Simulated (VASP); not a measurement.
Here is a VASP 6.6.1 calculation.

INCAR

```
SYSTEM = HCl
PREC = Accurate ; ENCUT = 520
EDIFF = 1E-6 ; ISMEAR = 0
SIGMA = 0.1 ; LREAL = .FALSE.
LASPH = .TRUE. ; NELM = 60
ALGO = Fast ; ISIF = 2
LWAVE = .FALSE. ; LCHARG = .TRUE.
LELF = .TRUE. ; LVHAR = .TRUE.
NBANDS = 11
```

File KPOINTS:

```
regular mesh
0
G
  6 6 6
  0 0 0
```

File POSCAR:

```
HCl
1.0
    0.0000000000      2.6750000000      2.8550000000
    2.5150000000      0.0000000000      2.8550000000
    2.5150000000      2.6750000000      0.0000000000
H Cl
1 1
Direct
    0.0000000000      0.0000000000      0.0000000000
    0.5000000000      0.5000000000      0.5000000000
```

Potentials or basis: VASP PAW LDA potentials, release 64 (H, Cl).

The run is started by

```sh
$ cat potpaw_LDA.64/H/POTCAR potpaw_LDA.64/Cl/POTCAR > POTCAR
$ mpirun -np 1 vasp_std > vasp.out
```

Question: What does it give for the pressure?

Answer: -11.9 GPa.

Question: Estimate the band gap on the k mesh.

Answer: None (metal or under the smearing width).

Stress tensor (GPa, compression positive):
```
-17.09   0.00   0.00
  0.00 -11.25   0.00
  0.00   0.00  -7.44
```
